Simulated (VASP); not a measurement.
# CdSe (P6_3mc) in VASP: a series of runs

The runs below take CdSe through single point, relaxation of cell and atoms, with PBE.

All numbers are computed with VASP 6.6.1; they aren't measurements. Logs are shortened: lines on timing, memory, paths and dates and some standing lists are left out, and cuts for length are marked.

**Measured values to compare with.**

From a printed reference work, data compilation, for a bulk crystal of CdSe at 2 K: band gap 1.841 eV.

The runs below are set against these values where they give the same quantity.

## (1) The cell of the first run

Symmetry: P6_3mc, No. 186, hexagonal system. The conventional cell has a = 4.383 Å, b = 4.383 Å, c = 7.155 Å, α = 90.00°, β = 90.00°, γ = 120.00°. Cd (site symmetry 3m) has 4 Se at 2.68 to 2.69 Å within 3.5 Å. Se (site symmetry 3m) has 4 Cd at 2.68 to 2.69 Å within 3.5 Å.

## (2) Single point, PBE

The input, INCAR:

```
SYSTEM = CdSe
ALGO     = Normal         ! electronic algorithm
EDIFF    = 1E-6           ! SCF threshold, eV
ENCUT    = 520            ! plane-wave cutoff, eV
GGA      = PE             ! functional
ISIF     = 2              ! what is computed and relaxed
ISMEAR   = 0              ! smearing method
LASPH    = .True.         ! aspherical terms in the spheres
LCHARG   = .False.        ! write CHGCAR
LREAL    = .False.        ! projectors in reciprocal space
LWAVE    = .False.        ! write WAVECAR
NBANDS   = 26             ! bands
NELM     = 100            ! most SCF steps
PREC     = Accurate       ! precision mode
SIGMA    = 0.02           ! smearing width, eV
```

The input, KPOINTS:

```
k-points
0
Gamma
  9 9 4
  0 0 0
```

The input, POSCAR:

```
CdSe
1.0
    4.3830142939      0.0000000000      0.0000000000
   -2.1915071469      3.7958017237      0.0000000000
    0.0000000000      0.0000000000      7.1552701297
Cd Se
2 2
Direct
    0.3333333333      0.6666666667      0.0046378005
    0.6666666667      0.3333333333      0.5046378005
    0.3333333333      0.6666666667      0.3803621995
    0.6666666667      0.3333333333      0.8803621995
```

Potentials or basis: VASP PAW PBE potentials, release 64 (Cd, Se).

The run is started by

```
> cat potpaw_PBE.64/Cd/POTCAR potpaw_PBE.64/Se/POTCAR > POTCAR
> mpirun -np 1 vasp_std > vasp.out
```

OUTCAR:

```text
SYSTEM = CdSe
   EDIFF = 1E-6
   ENCUT = 520
   GGA = PE
   ISIF = 2
   ISMEAR = 0
   LASPH = .True.
   LREAL = .False.
   NELM = 100
   PREC = Accurate

 ion  position               nearest neighbor table
   1  0.333  0.667  0.005-   4 2.68   4 2.68   4 2.68   3 2.69
   2  0.667  0.333  0.505-   3 2.68   3 2.68   3 2.68   4 2.69
   3  0.333  0.667  0.380-   2 2.68   2 2.68   2 2.68   1 2.69
   4  0.667  0.333  0.880-   1 2.68   1 2.68   1 2.68   2 2.69

  LATTYP: Found a hexagonal cell.
 ALAT       =     4.3830142939
 C/A-ratio  =     1.6324998391

  Lattice vectors:

 A1 = (   4.3830142939,   0.0000000000,   0.0000000000)
 A2 = (  -2.1915071469,   3.7958017237,   0.0000000000)
 A3 = (   0.0000000000,   0.0000000000,   7.1552701297)

Analysis of symmetry for initial positions (statically):
=====================================================================
 Subroutine PRICEL returns:
 Original cell was already a primitive cell.

 Routine SETGRP: Setting up the symmetry group for a
 hexagonal supercell.

 Subroutine GETGRP returns: Found 12 space group operations
 (whereof  6 operations were pure point group operations)
 out of a pool of 24 trial point group operations.

The static configuration has the point symmetry C_3v.
 The point group associated with its full space group is C_6v.

Analysis of symmetry for dynamics (positions and initial velocities):
=====================================================================
 Subroutine PRICEL returns:
 Original cell was already a primitive cell.

 Routine SETGRP: Setting up the symmetry group for a
 hexagonal supercell.

 Subroutine GETGRP returns: Found 12 space group operations
 (whereof  6 operations were pure point group operations)
 out of a pool of 24 trial point group operations.

The dynamic configuration has the point symmetry C_3v.
 The point group associated with its full space group is C_6v.

 Subroutine INISYM returns: Found 12 space group operations
 (whereof  6 operations are pure point group operations),
 and found     1 'primitive' translations

----------------------------------------------------------------------------------------

                                     Primitive cell

  volume of cell :     119.0426

  direct lattice vectors                    reciprocal lattice vectors
     4.383014294  0.000000000  0.000000000     0.228153488  0.131724478  0.000000000
    -2.191507147  3.795801724  0.000000000     0.000000000  0.263448956  0.000000000
     0.000000000  0.000000000  7.155270130     0.000000000  0.000000000  0.139757128

  length of vectors
     4.383014294  4.383014294  7.155270130     0.263448956  0.263448956  0.139757128

  position of ions in fractional coordinates (direct lattice)
     0.333333333  0.666666667  0.004637800
     0.666666667  0.333333333  0.504637800
     0.333333333  0.666666667  0.380362199
     0.666666667  0.333333333  0.880362199

  ion indices of the primitive-cell ions
   primitive index   ion index
                 1           1
                 2           2
                 3           3
                 4           4

----------------------------------------------------------------------------------------

 KPOINTS: k-points

Automatic generation of k-mesh.
 Grid dimensions read from file:
 generate k-points for:    9    9    4

 Generating k-lattice:

  Cartesian coordinates                     Fractional coordinates (reciprocal lattice)
     0.025350388  0.014636053  0.000000000     0.111111111  0.000000000  0.000000000
     0.000000000  0.029272106  0.000000000     0.000000000  0.111111111  0.000000000
     0.000000000  0.000000000  0.034939282     0.000000000  0.000000000  0.250000000

  Length of vectors
     0.029272106  0.029272106  0.034939282

  Shift w.r.t. Gamma in fractional coordinates (k-lattice)
     0.000000000  0.000000000  0.000000000

 Subroutine IBZKPT returns following result:
 ===========================================

 Found     36 irreducible k-points:

 Following reciprocal coordinates:
            Coordinates               Weight
[... 46 lines left out ...]
 fundamental gap:      0.5406542426
 Fermi energy:         0.6103612443

 k-point     1 :       0.0000    0.0000    0.0000
  band No.  band energies     occupation
      1     -11.7851      2.00000
      2     -11.4562      2.00000
      3      -7.2415      2.00000
      4      -7.2363      2.00000
      5      -7.2363      2.00000
      6      -7.1786      2.00000
[... 18 lines left out ...]
     25       7.4708      0.00000
     26       8.0121      0.00000

 k-point     2 :       0.1111   -0.0000    0.0000
  band No.  band energies     occupation
      1     -11.7517      2.00000
      2     -11.4408      2.00000
      3      -7.2317      2.00000
      4      -7.2244      2.00000
      5      -7.2087      2.00000
      6      -7.1639      2.00000
[... 18 lines left out ...]
     25       7.7419      0.00000
     26       7.8203      0.00000

 k-point     3 :       0.2222    0.0000    0.0000
  band No.  band energies     occupation
      1     -11.6638      2.00000
      2     -11.4041      2.00000
      3      -7.2057      2.00000
      4      -7.1974      2.00000
      5      -7.1377      2.00000
      6      -7.1217      2.00000
[... 18 lines left out ...]
     25       7.6266      0.00000
     26       8.4648      0.00000

 k-point     4 :       0.3333   -0.0000    0.0000
  band No.  band energies     occupation
      1     -11.5557      2.00000
      2     -11.3693      2.00000
      3      -7.1816      2.00000
      4      -7.1730      2.00000
      5      -7.0817      2.00000
      6      -7.0764      2.00000
[... 18 lines left out ...]
     25       8.2858      0.00000
     26       8.5325      0.00000
[... 496 lines left out ...]
      1     -11.4799      2.00000
      2     -11.3777      2.00000
      3      -7.1621      2.00000
      4      -7.1471      2.00000
      5      -7.0907      2.00000
      6      -7.0770      2.00000
[... 18 lines left out ...]
     25       7.9483      0.00000
     26       8.8578      0.00000

 k-point    23 :       0.3333    0.2222    0.2500
  band No.  band energies     occupation
      1     -11.4185      2.00000
      2     -11.3673      2.00000
      3      -7.1589      2.00000
      4      -7.1258      2.00000
      5      -7.0822      2.00000
      6      -7.0589      2.00000
[... 18 lines left out ...]
     25       8.4643      0.00000
     26       8.9449      0.00000

 k-point    24 :       0.3333    0.3333    0.2500
  band No.  band energies     occupation
      1     -11.3807      2.00000
      2     -11.3807      2.00000
      3      -7.1612      2.00000
      4      -7.0960      2.00000
      5      -7.0960      2.00000
      6      -7.0543      2.00000
[... 18 lines left out ...]
     25       8.8958      0.00000
     26       8.8958      0.00000

 [... further k-points ...]

------------------------ aborting loop because EDIFF is reached ----------------------------------------

  FORCE on cell =-STRESS in cart. coord.  units (eV):
  Direction    XX          YY          ZZ          XY          YZ          ZX
  --------------------------------------------------------------------------------------
  -------------------------------------------------------------------------------------
  Total        0.1767871      0.1767871      0.1770622      0.0000000      0.0000000      0.0000000
  in kB        2.3793520      2.3793520      2.3830544      0.0000000      0.0000000      0.0000000
  external PRESSURE =       2.3805861 kB  Pullay stress =       0.0000000 kB

 VOLUME and BASIS-vectors are now :
 -----------------------------------------------------------------------------
  energy-cutoff  :      520.00
  volume of cell :      119.04
      direct lattice vectors                 reciprocal lattice vectors
     4.383014294  0.000000000  0.000000000     0.228153488  0.131724478  0.000000000
    -2.191507147  3.795801724  0.000000000     0.000000000  0.263448956  0.000000000
     0.000000000  0.000000000  7.155270130     0.000000000  0.000000000  0.139757128

 POSITION                                       TOTAL-FORCE (eV/Angst)
 -----------------------------------------------------------------------------------
     -0.00000      2.53053      0.03318        -0.000000      0.000000      0.000669
      2.19151      1.26527      3.61082         0.000000     -0.000000      0.000669
     -0.00000      2.53053      2.72159        -0.000000     -0.000000     -0.000669
      2.19151      1.26527      6.29923         0.000000     -0.000000     -0.000669
 -----------------------------------------------------------------------------------
    total drift:                               -0.000000     -0.000000      0.000463

  FREE ENERGIE OF THE ION-ELECTRON SYSTEM (eV)
  ---------------------------------------------------
  free  energy   TOTEN  =       -10.9948802669 eV

  energy  without entropy=      -10.9948802669  energy(sigma->0) =      -10.99488027
```

Wall time 44 s (1 thread of Intel Xeon 6975P-C (Granite Rapids), shared host); peak memory 0.3 GiB.

What came out:

```yaml
Free_energy: -10.9949 eV
Pressure: 0.2 GPa
Band_gap_on_the_k_mesh: 0.54 eV
```

Caveat: semilocal functionals underestimate gaps, and a narrow one can read as zero.

## (3) Relaxation of cell and atoms, PBE

This run uses another cell than the first one, of 28.10 Å³/atom.

The input, INCAR:

```
SYSTEM = CdSe
  ALGO = Normal
  EDIFF = 1E-6
  EDIFFG = -0.002
  ENCUT = 600
  GGA = PE
  IBRION = 2
  ISIF = 3
  ISMEAR = 0
  LASPH = .True.
  LCHARG = .False.
  LREAL = .False.
  LWAVE = .False.
  NELM = 100
  NSW = 100
  PREC = Accurate
  SIGMA = 0.02
```

KPOINTS is that of step 2.

The input, POSCAR:

```
CdSe
1.0
    4.3000000000      0.0000000000      0.0000000000
   -2.1500000000      3.7239092363      0.0000000000
    0.0000000000      0.0000000000      7.0200000000
Cd Se
2 2
Direct
    0.3333333333      0.6666666667      0.0000000000
    0.6666666667      0.3333333333      0.5000000000
    0.3333333333      0.6666666667      0.3850000000
    0.6666666667      0.3333333333      0.8850000000
```

Potentials or basis: VASP PAW PBE potentials, release 64 (Cd, Se).

The run is started by

```
> cat potpaw_PBE.64/Cd/POTCAR potpaw_PBE.64/Se/POTCAR > POTCAR
> mpirun -np 1 vasp_std > vasp.out
```

It took 4.5 min on 1 thread of Intel Xeon 6975P-C (Granite Rapids), shared host; peak memory 0.32 GiB.

It converged, with:

```yaml
Free_energy: -10.9929 eV
Relaxed_volume: 29.89 Å³/atom
Relaxed_cell: a = 4.390 Å, b = 4.390 Å, c = 7.165 Å, α = 90.00°, β = 90.00°, γ = 120.00°
Space_group_after_relaxing_to_0.1_Å: P6_3mc (No. 186)
Energy_gained_by_relaxing: 21.9 meV/atom
Ionic_steps: 14
Pressure_after_relaxing: 0.0 GPa
Band_gap_on_the_k_mesh: 0.53 eV
```

The path:
| step | energy change (eV) | largest force (eV/Å) | pressure (GPa) | volume (Å³) |
| --- | --- | --- | --- | --- |
| 1 | 0.0000 | 0.2908 | 3.29 | 112.41 |
| 2 | -0.0773 | 0.0487 | -0.86 | 122.04 |
| 3 | -0.0835 | 0.0922 | -0.09 | 119.80 |
| 4 | -0.0835 | 0.0953 | -0.01 | 119.65 |
| 5 | -0.0848 | 0.0650 | 0.04 | 119.49 |
| 6 | -0.0857 | 0.0135 | 0.14 | 119.23 |
| 7 | -0.0868 | 0.0095 | 0.02 | 119.52 |
| 8 | -0.0874 | 0.0029 | -0.14 | 119.97 |
| 9 | -0.0877 | 0.0071 | 0.01 | 119.58 |
| 10 | -0.0877 | 0.0068 | -0.01 | 119.61 |
| 11 | -0.0877 | 0.0066 | 0.00 | 119.60 |
| 12 | -0.0877 | 0.0068 | 0.00 | 119.59 |
| 13 | -0.0877 | 0.0023 | 0.00 | 119.58 |
| 14 | -0.0877 | 0.0000 | 0.00 | 119.57 |

Final structure:
```cif
data_structure
_symmetry_space_group_name_H-M 'P 1'
_symmetry_Int_Tables_number 1
_cell_length_a 4.3896
_cell_length_b 4.3896
_cell_length_c 7.1655
_cell_angle_alpha 90.000
_cell_angle_beta 90.000
_cell_angle_gamma 120.000
_cell_volume 119.57
loop_
_atom_site_label
_atom_site_type_symbol
_atom_site_fract_x
_atom_site_fract_y
_atom_site_fract_z
_atom_site_occupancy
Cd1 Cd 0.33333 0.66667 0.00463 1
Cd2 Cd 0.66667 0.33333 0.50463 1
Se1 Se 0.33333 0.66667 0.38037 1
Se2 Se 0.66667 0.33333 0.88037 1
```

Levels at points of the mesh, in eV from the valence-band top:
```csv
k point,band 14,band 15,band 16,band 17,band 18,band 19,band 20,band 21,band 22
"(0.00, 0.00, 0.00)",-0.68,-0.68,-0.04,0.00,0.00,0.53,2.14,5.85,5.85
"(0.00, 0.00, 0.50)",-2.52,-0.36,-0.36,-0.36,-0.36,2.25,2.25,5.76,5.76
```

Caveat: semilocal functionals underestimate gaps, and a narrow one can read as zero. PBE usually gives volumes a little too large and moduli too small.

## (4) Single point, PBE

The input, INCAR:

```
SYSTEM = CdSe
PREC     = Accurate       ! precision mode
ENCUT    = 520            ! plane-wave cutoff, eV
EDIFF    = 1E-6           ! SCF threshold, eV
ISMEAR   = 0              ! smearing method
SIGMA    = 0.02           ! smearing width, eV
LREAL    = .False.        ! projectors in reciprocal space
LASPH    = .True.         ! aspherical terms in the spheres
NELM     = 100            ! most SCF steps
ALGO     = Normal         ! electronic algorithm
ISIF     = 2              ! what is computed and relaxed
LWAVE    = .False.        ! write WAVECAR
LCHARG   = .False.        ! write CHGCAR
GGA      = PE             ! functional
NBANDS   = 26             ! bands
```

The input, KPOINTS:

```
Automatic mesh
0
Gamma
  9 9 6
  0 0 0
```

The input, POSCAR:

```
CdSe
1.0
    4.3830142939      0.0000000000      0.0000000000
   -2.1915071469      3.7958017237      0.0000000000
    0.0000000000      0.0000000000      7.1552701297
Cd Se
2 2
Direct
    0.3333333333      0.6666666667      0.0046378005
    0.6666666667      0.3333333333      0.5046378005
    0.3333333333      0.6666666667      0.3803621995
    0.6666666667      0.3333333333      0.8803621995
```

The run is started by

```
> cat potpaw_PBE.64/Cd/POTCAR potpaw_PBE.64/Se/POTCAR > POTCAR
> mpirun -np 1 vasp_std > vasp.out
```

Wall time 66 s (1 thread of Intel Xeon 6975P-C (Granite Rapids), shared host); peak memory 0.32 GiB.

It converged, with:

| Quantity | Value |
| --- | --- |
| Free energy | -10.9953 eV |
| Pressure | 0.2 GPa |
| Band gap on the k mesh | 0.54 eV |

Levels at points of the mesh, in eV from the valence-band top:
```tsv
k point	band 14	band 15	band 16	band 17	band 18	band 19	band 20	band 21	band 22	band 23
(0.00, 0.00, 0.00)	-0.69	-0.69	-0.04	0.00	0.00	0.54	2.14	5.85	5.85	6.12
(0.00, 0.00, 0.50)	-2.53	-0.36	-0.36	-0.36	-0.36	2.26	2.26	5.76	5.76	6.24
```

Caveat: semilocal functionals underestimate gaps, and a narrow one can read as zero.

## (5) Relaxation of cell and atoms, PBE

The input, INCAR:

```
SYSTEM = CdSe
PREC = Accurate ; ENCUT = 600
EDIFF = 1E-7 ; ISMEAR = 0
SIGMA = 0.02 ; LREAL = .FALSE.
LASPH = .TRUE. ; NELM = 100
ALGO = Normal ; ISIF = 3
LWAVE = .FALSE. ; LCHARG = .FALSE.
GGA = PE ; IBRION = 2
NSW = 100 ; EDIFFG = -0.002
```

The input, KPOINTS:

```
regular mesh
0
G
  9 9 6
  0 0 0
```

POSCAR is that of step 4.

The run is started by

```
> cat potpaw_PBE.64/Cd/POTCAR potpaw_PBE.64/Se/POTCAR > POTCAR
> mpirun -np 1 vasp_std > vasp.out
```

Wall time 2.4 min (1 thread of Intel Xeon 6975P-C (Granite Rapids), shared host); peak memory 0.36 GiB.

It converged, with:

```yaml
Free_energy: -10.9951 eV
Relaxed_volume: 29.89 Å³/atom
Relaxed_cell: a = 4.390 Å, b = 4.390 Å, c = 7.166 Å, α = 90.00°, β = 90.00°, γ = 120.00°
Space_group_after_relaxing_to_0.1_Å: P6_3mc (No. 186)
Energy_gained_by_relaxing: 0.1 meV/atom
Ionic_steps: 3
Pressure_after_relaxing: 0.0 GPa
Band_gap_on_the_k_mesh: 0.53 eV
```

The path:
```csv
step,energy change (eV),largest force (eV/Å),pressure (GPa),volume (Å³)
1,0.0000,0.0006,0.20,119.04
2,-0.0003,0.0001,-0.04,119.69
3,-0.0003,0.0002,0.00,119.57
```

Final structure:
```
Cd Se
1.0
     4.38952    0.00000    0.00000
    -2.19476    3.80144    0.00000
     0.00000    0.00000    7.16594
Cd Se
2 2
Direct
  0.33333 0.66667 0.00464
  0.66667 0.33333 0.50464
  0.33333 0.66667 0.38036
  0.66667 0.33333 0.88036
```

Levels at points of the mesh, in eV from the valence-band top:
| k point | band 14 | band 15 | band 16 | band 17 | band 18 | band 19 | band 20 | band 21 | band 22 |
| --- | --- | --- | --- | --- | --- | --- | --- | --- | --- |
| (0.00, 0.00, 0.00) | -0.68 | -0.68 | -0.04 | 0.00 | 0.00 | 0.53 | 2.14 | 5.85 | 5.85 |
| (0.00, 0.00, 0.50) | -2.52 | -0.36 | -0.36 | -0.36 | -0.36 | 2.25 | 2.25 | 5.76 | 5.76 |

Caveat: semilocal functionals underestimate gaps, and a narrow one can read as zero.

## (6) Overview

| task | cell | k mesh | cutoff (eV) | gap on the mesh (eV) | pressure (GPa) | relaxed volume (Å³/atom) |
| --- | --- | --- | --- | --- | --- | --- |
| single point | a = 4.383, b = 4.383, c = 7.155 Å, angles 90.0, 90.0, 120.0°, 4 atoms, atomic positions A | 9 × 9 × 4 | 520 | 0.54 | 0.2 | - |
| relaxation of cell and atoms | relaxed from a = 4.300, b = 4.300, c = 7.020 Å, angles 90.0, 90.0, 120.0°, 4 atoms, atomic positions B | 9 × 9 × 4 | 600 | 0.53 | 0.0 | 29.89 |
| single point | a = 4.383, b = 4.383, c = 7.155 Å, angles 90.0, 90.0, 120.0°, 4 atoms, atomic positions A | 9 × 9 × 6 | 520 | 0.54 | 0.2 | - |
| relaxation of cell and atoms | relaxed from a = 4.383, b = 4.383, c = 7.155 Å, angles 90.0, 90.0, 120.0°, 4 atoms, atomic positions A | 9 × 9 × 6 | 600 | 0.53 | 0.0 | 29.89 |

Alike in all rows: level PBE; potentials or basis VASP PAW PBE potentials, release 64 (Cd, Se); no spin polarisation; smearing gaussian 0.02 eV.

Caveats: semilocal functionals underestimate gaps, and a narrow one can read as zero.

Absolute energies hang on the potentials; compare differences alone.

## (7) Comparison with measurements

Step 2. A measured gap of CdSe is 1.841 eV (2 K; a printed reference work, data compilation); the calculated 0.54 eV misses it by -1.30 eV. So large a miss can be the level of theory's own, or it may mean another phase, state or a wrong row. Spin-orbit coupling on Cd, Se is left out. The value is that of PBE, without temperature or zero-point motion. Semilocal functionals fall short of measured gaps as a rule.

Step 4. Measured gap of CdSe: 1.841 eV (2 K; a printed reference work, data compilation). This calculation gives 0.54 eV (-1.30 eV). So large a miss can be the level of theory's own, or it may mean another phase, state or a wrong row. Spin-orbit coupling on Cd, Se is left out. The value is that of PBE, without temperature or zero-point motion. Semilocal functionals fall short of measured gaps as a rule.
